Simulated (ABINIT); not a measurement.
Zn:

```
CELL_PARAMETERS angstrom
2.67000 0.00000 0.00000
-1.33500 2.31229 0.00000
0.00000 0.00000 4.96600
ATOMIC_POSITIONS crystal
Zn 0.66667 0.33333 0.75000
Zn 0.33333 0.66667 0.25000
```

Base run:

| Quantity | Value |
| --- | --- |
| Program | ABINIT 10.8.3 (patched build) |
| Functional | PBEsol |
| Potentials or basis | JTH PAW PBE v2.0 |
| Cutoff | 707 eV |
| k mesh | 11 × 11 × 6 |
| Occupations | fermi-dirac, width 0.05 eV |
| Spin | no spin polarisation |

Its results: band gap on the k mesh none (metal or under the smearing width); pressure -5.7 GPa.

**Question.** After a change of settings the same cell gave: band gap on the k mesh none (metal or under the smearing width); pressure -4.7 GPa. Which change was it?
A. functional from PBEsol to revPBE
B. functional from PBEsol to r2SCAN
C. functional from PBEsol to SCAN
D. functional from PBEsol to PW91

**Answer.** B.

Caveats: the PAW data sets were made with another functional, which shifts forces and pressure a little.

Runs at the PBE level aren't shown here.
